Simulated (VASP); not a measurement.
# Ti (P6_3/mmc) in VASP: notebook

One crystal, Ti, is run at these levels: PBE+D3(BJ); tasks: relaxation of cell and atoms.

Program: VASP 6.6.1. These are calculated values, not measurements. Logs are shortened: lines on timing, memory, paths and dates and some standing lists are left out, and cuts for length are marked.

## 1. The crystal as given

The structure is hexagonal, space group P6_3/mmc (No. 194). The conventional cell has a = 2.950 Å, b = 2.950 Å, c = 4.680 Å, α = 90.00°, β = 90.00°, γ = 120.00°. Ti (site symmetry -6m2) is surrounded by 12 Ti at 2.89 to 2.95 Å.

## 2. Relaxation of cell and atoms, PBE+D3(BJ)

The input, INCAR:

```
ALGO     = Normal         # electronic algorithm
EDIFF    = 1E-7           # SCF threshold, eV
EDIFFG   = -0.002         # ionic threshold
ENCUT    = 520            # plane-wave cutoff, eV
GGA      = PE             # functional
IBRION   = 2              # ionic algorithm
ISIF     = 3              # what is computed and relaxed
ISMEAR   = 0              # smearing method
IVDW     = 12             # dispersion correction
LASPH    = True           # aspherical terms in the spheres
LCHARG   = False          # write CHGCAR
LREAL    = False          # projectors in reciprocal space
LWAVE    = False          # write WAVECAR
NELM     = 80             # most SCF steps
NSW      = 80             # ionic steps
PREC     = Accurate       # precision mode
SIGMA    = 0.1            # smearing width, eV
```

The input, KPOINTS:

```
k-points
0
Gamma
  18 18 10
```

The input, POSCAR:

```
Ti
1.0
    2.9500000000      0.0000000000      0.0000000000
   -1.4750000000      2.5547749400      0.0000000000
    0.0000000000      0.0000000000      4.6800000000
Ti
2
Direct
    0.3333333300      0.6666666700      0.2500000000
    0.6666666700      0.3333333300      0.7500000000
```

Potentials or basis: VASP PAW PBE potentials, release 64 (Ti_sv).

The run is started by

```
cat potpaw_PBE.64/Ti_sv/POTCAR > POTCAR
mpirun -np 1 vasp_std > vasp.out
```

OUTCAR:

```text
EDIFF = 1E-7
   EDIFFG = -0.002
   ENCUT = 520
   GGA = PE
   IBRION = 2
   ISIF = 3
   ISMEAR = 0
   IVDW = 12
   LASPH = True
   LREAL = False
   NELM = 80
   NSW = 80
   PREC = Accurate
 IVDW          = 12

 ion  position               nearest neighbor table
   1  0.333  0.667  0.250-   2 2.89   2 2.89   2 2.89   2 2.89   2 2.89   2 2.89
   2  0.667  0.333  0.750-   1 2.89   1 2.89   1 2.89   1 2.89   1 2.89   1 2.89

  LATTYP: Found a hexagonal cell.
 ALAT       =     2.9500000000
 C/A-ratio  =     1.5864406780

  Lattice vectors:

 A1 = (   2.9500000000,   0.0000000000,   0.0000000000)
 A2 = (  -1.4750000000,   2.5547749400,   0.0000000000)
 A3 = (   0.0000000000,   0.0000000000,   4.6800000000)

Analysis of symmetry for initial positions (statically):
=====================================================================
 Subroutine PRICEL returns:
 Original cell was already a primitive cell.

 Routine SETGRP: Setting up the symmetry group for a
 hexagonal supercell.

 Subroutine GETGRP returns: Found 24 space group operations
 (whereof 12 operations were pure point group operations)
 out of a pool of 24 trial point group operations.

The static configuration has the point symmetry D_3d.
 The point group associated with its full space group is D_6h.

Analysis of symmetry for dynamics (positions and initial velocities):
=====================================================================
 Subroutine PRICEL returns:
 Original cell was already a primitive cell.

 Routine SETGRP: Setting up the symmetry group for a
 hexagonal supercell.

 Subroutine GETGRP returns: Found 24 space group operations
 (whereof 12 operations were pure point group operations)
 out of a pool of 24 trial point group operations.

The dynamic configuration has the point symmetry D_3d.
 The point group associated with its full space group is D_6h.

 Subroutine INISYM returns: Found 24 space group operations
 (whereof 12 operations are pure point group operations),
 and found     1 'primitive' translations

----------------------------------------------------------------------------------------

                                     Primitive cell

  volume of cell :      35.2712

  direct lattice vectors                    reciprocal lattice vectors
     2.950000000  0.000000000  0.000000000     0.338983051  0.195711956  0.000000000
    -1.475000000  2.554774940  0.000000000     0.000000000  0.391423911  0.000000000
     0.000000000  0.000000000  4.680000000     0.000000000  0.000000000  0.213675214

  length of vectors
     2.950000000  2.949999999  4.680000000     0.391423911  0.391423911  0.213675214

  position of ions in fractional coordinates (direct lattice)
     0.333333330  0.666666670  0.250000000
     0.666666670  0.333333330  0.750000000

  ion indices of the primitive-cell ions
   primitive index   ion index
                 1           1
                 2           2

----------------------------------------------------------------------------------------

 KPOINTS: k-points

Automatic generation of k-mesh.
 Grid dimensions read from file:
 generate k-points for:   18   18   10

 Generating k-lattice:

  Cartesian coordinates                     Fractional coordinates (reciprocal lattice)
     0.018832392  0.010872886  0.000000000     0.055555556  0.000000000  0.000000000
     0.000000000  0.021745773  0.000000000     0.000000000  0.055555556  0.000000000
     0.000000000  0.000000000  0.021367521     0.000000000  0.000000000  0.100000000

  Length of vectors
     0.021745773  0.021745773  0.021367521

  Shift w.r.t. Gamma in fractional coordinates (k-lattice)
     0.000000000  0.000000000  0.000000000

 Subroutine IBZKPT returns following result:
 ===========================================

 Found    222 irreducible k-points:

 Following reciprocal coordinates:
            Coordinates               Weight
  0.000000  0.000000  0.000000      1.000000
  0.055556 -0.000000  0.000000      6.000000
  0.111111 -0.000000  0.000000      6.000000
  0.166667  0.000000  0.000000      6.000000
  0.222222 -0.000000  0.000000      6.000000
  0.277778  0.000000  0.000000      6.000000
[... 16 lines left out ...]
  0.333333  0.111111  0.000000     12.000000
  0.388889  0.111111  0.000000     12.000000
 [... further k-points ...]
   k-points           NKPTS =    222   k-points in BZ     NKDIM =    222   number of bands    NBANDS=     16
   number of dos      NEDOS =    301   number of ions     NIONS =      2
   total plane-waves  NPLWV =  20736
   dimension x,y,z NGX =    24 NGY =   24 NGZ =   36
   dimension x,y,z NGXF=    48 NGYF=   48 NGZF=   72
   ions per type =               2
   NGX,Y,Z   is equivalent  to a cutoff of  13.53, 13.53, 12.79 a.u.
   NGXF,Y,Z  is equivalent  to a cutoff of  27.05, 27.05, 25.58 a.u.
 SYSTEM =  unknown system
   PREC   = accura    normal or accurate (medium, high low for compatibility)
   ISTART =      0    job   : 0-new  1-cont  2-samecut
   ICHARG =      2    charge: 1-file 2-atom 10-const
   ISPIN  =      1    spin polarized calculation?
   LNONCOLLINEAR =      F non collinear calculations
   LSORBIT =      F    spin-orbit coupling
   LASPH  =      T    aspherical Exc in radial PAW
   ENCUT  =  520.0 eV  38.22 Ry    6.18 a.u.   5.49  5.49  8.70*2*pi/ulx,y,z
   NELM   =     80;   NELMIN=  2; NELMDL= -5     # of ELM steps
   EDIFF  = 0.1E-06   stopping-criterion for ELM
   LREAL  =      F    real-space projection
   EDIFFG = -.2E-02   stopping-criterion for IOM
   NSW    =     80    number of steps for IOM
   IBRION =      2    ionic relax: 0-MD 1-quasi-New 2-CG
   NFREE  =      1    steps in history (QN), initial steepest desc. (CG)
   ISIF   =      3    stress and relaxation
   ISYM   =      2    0-nonsym 1-usesym 2-fastsym
   POTIM  = 0.5000    time-step for ionic-motion
   TEBEG  =    0.0;   TEEND  =   0.0 temperature during run
   PSTRESS=    0.0 pullay stress
   NELECT =      24.0000    total number of electrons
   NUPDOWN=      -1.0000    fix difference up-down
   EMIN   =  10.00;   EMAX   =-10.00  energy-range for DOS
   EFERMI =   0.00;   METHOD = LEGACY
   ISMEAR =     0;   SIGMA  =   0.10  broadening in eV -4-tet -1-fermi 0-gaus
   EFERMI_NEDOS =   21; number of points for ismear=-14 and -15
   IALGO  =     38    algorithm
   IMIX   =      4    mixing-type and parameters
     AMIX     =   0.40;   BMIX     =  1.00
     AMIX_MAG =   1.60;   BMIX_MAG =  1.00
  volume/ion in A,a.u.               =      17.64       119.01
  Fermi-wavevector in a.u.,A,eV,Ry     =   1.439920  2.721055 28.209912  2.073370
  Thomas-Fermi vector in A             =   2.558722
   LORBIT       =      0    0 simple, 1 ext, 2 COOP (PROOUT), +10 PAW based schemes
   GGA     = PE    functional components
   LHFCALC =     F    Hartree Fock is set to
   AEXX    =    0.0000 exact exchange contribution
   IVDW    =    12    specifies the selected vdW correction
   LEPSILON=     F    determine dielectric tensor
   LRPA    =     F    only Hartree local field effects (RPA)
 conjugate gradient relaxation of ions
 non-spin polarized calculation
 Gauss-broadening in eV      SIGMA  =   0.10
  energy-cutoff  :      520.00
  volume of cell :       35.27
 maximum number of plane-waves:       976
 NGX is ok and might be reduce to    24
   NGX = 11   NGY = 11   NGZ = 17

--------------------------------------- Ionic step        1  -------------------------------------------

 number of electron      24.0000002 magnetization

 Free energy of the ion-electron system (eV)
  ---------------------------------------------------
  ext. energy  EPLUGINS =         0.00000000
  ---------------------------------------------------
  free energy    TOTEN  =       -15.67417470 eV

  energy without entropy =      -15.66454441  energy(sigma->0) =      -15.66935955

------------------------ aborting loop because EDIFF is reached ----------------------------------------

 Edisp (eV)   -1.18418

 E8    (eV) :    -0.5617

  FORCE on cell =-STRESS in cart. coord.  units (eV):
  Direction    XX          YY          ZZ          XY          YZ          ZX
  --------------------------------------------------------------------------------------
  -------------------------------------------------------------------------------------
  Total      -1.60319    -1.60319    -1.68564     0.00000    -0.00000     0.00000
  in kB     -72.82414   -72.82414   -76.56932     0.00000    -0.00000     0.00000
  external pressure =      -74.07 kB  Pullay stress =        0.00 kB
[... 181 lines left out ...]
  energy  without entropy=      -16.9068937276  energy(sigma->0) =      -16.91135678

--------------------------------------- Ionic step        6  -------------------------------------------

 number of electron      24.0000002 magnetization

 Free energy of the ion-electron system (eV)
  ---------------------------------------------------
  ext. energy  EPLUGINS =         0.00000000
  ---------------------------------------------------
  free energy    TOTEN  =       -15.64291148 eV

  energy without entropy =      -15.63398783  energy(sigma->0) =      -15.63844966

 E-fermi :   8.9287     XC(G=0): -11.7541

 val. band max:        8.9138082789   @ k =   0.3333   0.1667   0.4000
 cond. band min:       8.9316100140   @ k =   0.0556  -0.0000   0.5000
 fundamental gap:      0.0178017351
 Fermi energy:         8.9287452528

 k-point     1 :       0.0000    0.0000    0.0000
  band No.  band energies     occupation
      1     -47.8548      2.00000
      2     -47.6852      2.00000
      3     -24.5069      2.00000
      4     -23.7491      2.00000
      5     -23.7491      2.00000
      6     -23.6661      2.00000
[... 8 lines left out ...]
     15      10.2608      0.00000
     16      10.2608      0.00000
[... 420 lines left out ...]
  band No.  band energies     occupation
      1     -47.7088      2.00000
      2     -47.6532      2.00000
      3     -24.2796      2.00000
      4     -24.1434      2.00000
      5     -24.1388      2.00000
      6     -23.9468      2.00000
[... 8 lines left out ...]
     15      10.1609      0.00000
     16      12.2389      0.00000

 [... further k-points ...]

------------------------ aborting loop because EDIFF is reached ----------------------------------------

 Edisp (eV)   -1.27291

 E8    (eV) :    -0.6045

  FORCE on cell =-STRESS in cart. coord.  units (eV):
  Direction    XX          YY          ZZ          XY          YZ          ZX
  --------------------------------------------------------------------------------------
  -------------------------------------------------------------------------------------
  Total      -0.00013    -0.00013    -0.00014     0.00000     0.00000    -0.00000
  in kB      -0.00626    -0.00626    -0.00686     0.00000     0.00000    -0.00000
  external pressure =       -0.01 kB  Pullay stress =        0.00 kB
[... 17 lines left out ...]
  FREE ENERGIE OF THE ION-ELECTRON SYSTEM (eV)
  ---------------------------------------------------
  free  energy   TOTEN  =       -16.9158250658 eV

  energy  without entropy=      -16.9069014166  energy(sigma->0) =      -16.91136324

 reached required accuracy - stopping structural energy minimisation
```

Wall time 5.3 min (1 thread of AMD EPYC 9R45 (Zen 5), shared host); peak memory 0.22 GiB.

What came out:

```yaml
Free_energy: -16.9158 eV
Relaxed_volume: 16.46 Å³/atom
Relaxed_cell: a = 2.884 Å, b = 2.884 Å, c = 4.570 Å, α = 90.00°, β = 90.00°, γ = 120.00°
Space_group_after_relaxing_to_0.05_Å: P6_3/mmc (No. 194)
Energy_gained_by_relaxing: 28.7 meV/atom
Ionic_steps: 6
Pressure_after_relaxing: 0.0 GPa
Band_gap_on_the_k_mesh: none (metal or under the smearing width)
Dispersion_energy_per_atom: -0.636 eV
```

Step by step:
```csv
step,energy change (eV),largest force (eV/Å),pressure (GPa),volume (Å³)
1,0.0000,0.0000,-7.41,35.27
2,-0.0241,0.0000,6.74,31.27
3,-0.0575,0.0000,-0.04,32.92
4,-0.0575,0.0000,0.12,32.88
5,-0.0575,0.0000,-0.08,32.93
6,-0.0575,0.0000,0.00,32.91
```

Final structure:
```
Ti
1.0
     2.88387    0.00000    0.00000
    -1.44193    2.49750    0.00000
     0.00000    0.00000    4.56969
Ti
2
Direct
  0.33333 0.66667 0.25000
  0.66667 0.33333 0.75000
```

Levels at points of the mesh, in eV from the Fermi level:
```tsv
k point	band 8	band 9	band 10	band 11	band 12	band 13	band 14	band 15	band 16
(0.00, 0.00, 0.00)	-32.56	-6.35	-2.84	0.79	0.79	0.91	0.91	1.33	1.33
(0.50, 0.00, 0.00)	-32.64	-2.43	-2.33	-2.00	-0.58	0.48	0.67	1.25	3.56
(0.00, 0.00, 0.50)	-32.62	-4.41	-4.41	0.07	0.07	0.69	0.69	0.69	0.69
(0.50, 0.00, 0.50)	-32.75	-2.70	-2.70	-0.89	-0.89	1.47	1.47	1.82	1.82
```

Caveat: pairwise dispersion overbinds metals, which lowers pressure and volume.

## 3. Relaxation of cell and atoms, PBE+D3(BJ)

This run uses another cell than the first one, of 16.46 Å³/atom, 0.933 times its volume.

INCAR is that of step 2.

KPOINTS is that of step 2.

The input, POSCAR:

```
Ti                                      
1.0
    2.8838668161      0.0000000000     -0.0000000000
   -1.4419334080      2.4975019228      0.0000000000
    0.0000000000     -0.0000000000      4.5696909108
  Ti            
     2
Direct
     0.3333333300000021    0.6666666699999979    0.2500000000000000
     0.6666666699999979    0.3333333300000021    0.7500000000000000
```

Potentials or basis: VASP PAW PBE potentials, release 64 (Ti_sv).

The run is started by

```
cat potpaw_PBE.64/Ti_sv/POTCAR > POTCAR
mpirun -np 1 vasp_std > vasp.out
```

Wall time 1.8 min (1 thread of AMD EPYC 9R45 (Zen 5), shared host); peak memory 0.21 GiB.

Results (log left out):

* Free energy: -16.9151 eV
* Relaxed volume: 16.45 Å³/atom
* Relaxed cell: a = 2.884 Å, b = 2.884 Å, c = 4.569 Å, α = 90.00°, β = 90.00°, γ = 120.00°
* Space group after relaxing (to 0.05 Å): P6_3/mmc (No. 194)
* Energy gained by relaxing: 0.0 meV/atom
* Ionic steps: 2
* Pressure after relaxing: 0.0 GPa
* Band gap on the k mesh: none (metal or under the smearing width)
* Dispersion energy per atom: -0.637 eV

Final structure:
```yaml
crystal:
  lattice:
    - [2.88359, 0.00000, 0.00000]
    - [-1.44179, 2.49726, 0.00000]
    - [0.00000, 0.00000, 4.56924]
  atoms:
    - { symbol: Ti, position: [0.33333, 0.66667, 0.25000] }
    - { symbol: Ti, position: [0.66667, 0.33333, 0.75000] }
```

Levels at points of the mesh, in eV from the Fermi level:
```tsv
k point	band 10	band 11	band 12	band 13	band 14	band 15
(0.00, 0.00, 0.00)	-2.84	0.79	0.79	0.91	0.91	1.33
(0.50, 0.00, 0.00)	-2.33	-2.00	-0.58	0.48	0.67	1.25
(0.00, 0.00, 0.50)	-4.41	0.07	0.07	0.69	0.69	0.69
(0.50, 0.00, 0.50)	-2.70	-0.89	-0.89	1.47	1.47	1.83
```

Caveat: pairwise dispersion overbinds metals, which lowers pressure and volume.
